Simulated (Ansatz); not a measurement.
Space group F-43m (No. 216). a = 5.879 Å, b = 5.879 Å, c = 5.879 Å, α = 90.00°, β = 90.00°, γ = 90.00°
```json
{"atom": "Cd", "site": "4a", "symmetry": "-43m", "x": "0.0000", "y": "0.0000", "z": "0.0000"}
{"atom": "S", "site": "4d", "symmetry": "-43m", "x": "0.2500", "y": "0.2500", "z": "0.7500"}
```

Equation of state of this CdS structure (not necessarily the ground state), with shape and atoms relaxed at each volume where symmetry leaves them free. Computed with Ansatz 0.2.0, DFT r2SCAN, scalar-relativistic, plane waves, PAW.

Plane waves to 500 eV, a k mesh through Γ of 8×8×8 on the computed 2-atom cell and Gaussian smearing (0.02 eV); no spin polarisation.

| V (Å³/atom) | E − E(largest V) (meV/atom) | P (GPa) | gap on mesh (eV) |
| --- | --- | --- | --- |
| 22.346 | 45.99 | 10.25 | 1.82 |
| 23.108 | 5.15 | 7.01 | 1.75 |
| 23.870 | -21.49 | 4.27 | 1.68 |
| 24.632 | -36.12 | 1.95 | 1.61 |
| 25.394 | -40.58 | -0.02 | 1.54 |
| 26.155 | -36.38 | -1.69 | 1.47 |
| 26.917 | -24.87 | -3.11 | 1.41 |
| 27.933 | 0.00 | -4.67 | 1.32 |

Task: Fit a third-order Birch–Murnaghan equation to E(V).

Result: V0 = 25.38 Å³/atom, B0 = 60 GPa, B0' = 4.5.

This zinc-blende form isn't the usual stable structure of the compound.

Cost: 8 runs of about 0.5 core-minutes in all, on Intel Xeon 6975P-C (Granite Rapids) (shared hosts).